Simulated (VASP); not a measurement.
Write the native input for VASP 6.6.1 that does the following.

```yaml
Task: relaxation of cell and atoms
Functional: PBE
Potentials_or_basis: VASP PAW PBE potentials, release 64 (Si, W_sv)
Cutoff: 520 eV
k_mesh: 18 × 18 × 18
Occupations: gaussian, width 0.1 eV
Spin: no spin polarisation
Further_INCAR_settings: ALGO = Normal; EDIFF = 1e-07; IBRION = 2; EDIFFG = -0.15; NSW = 80; ISIF = 3
```

The structure of Si2W lies in POSCAR:

```
Si2W
1.0
   -1.6069000000      1.6069000000      3.9149500000
    1.6069000000     -1.6069000000      3.9149500000
    1.6069000000      1.6069000000     -3.9149500000
Si W
2 1
Direct
    0.3347000000      0.3347000000      0.0000000000
    0.6653000000      0.6653000000      0.0000000000
    0.0000000000      0.0000000000      0.0000000000
```

One way to write it, as run:

INCAR

```
PREC     = Accurate       # precision mode
ENCUT    = 520            # plane-wave cutoff, eV
EDIFF    = 1E-7           # SCF threshold, eV
ISMEAR   = 0              # smearing method
SIGMA    = 0.1            # smearing width, eV
LREAL    = False          # projectors in reciprocal space
LASPH    = True           # aspherical terms in the spheres
NELM     = 100            # most SCF steps
ALGO     = Normal         # electronic algorithm
ISIF     = 3              # what is computed and relaxed
LWAVE    = False          # write WAVECAR
LCHARG   = False          # write CHGCAR
GGA      = PE             # functional
IBRION   = 2              # ionic algorithm
NSW      = 80             # ionic steps
EDIFFG   = -0.15          # ionic threshold
```

KPOINTS

```
Automatic mesh
0
Gamma
  18 18 18
```

Potentials or basis: VASP PAW PBE potentials, release 64 (Si, W_sv).

Run with:

```bash
$ cat potpaw_PBE.64/Si/POTCAR potpaw_PBE.64/W_sv/POTCAR > POTCAR
$ mpirun -np 1 vasp_std > vasp.out
```

Results of the run:

| Property | Result |
| --- | --- |
| Relaxed volume | 13.68 Å³/atom |
| Relaxed cell | a = 4.550 Å, b = 4.550 Å, c = 4.550 Å, α = 138.43°, β = 138.43°, γ = 60.24° |
| Space group after relaxing (to 0.05 Å) | I4/mmm (No. 139) |
| Energy gained by relaxing | 2.1 meV/atom |
| Ionic steps | 3 |
| Pressure after relaxing | 0.0 GPa |
| Band gap on the k mesh | none (metal or under the smearing width) |

Wall time 9.9 min on 1 thread of Intel(R) Xeon(R) Platinum 8559C (Emerald Rapids) (shared host), peak memory 0.45 GiB.
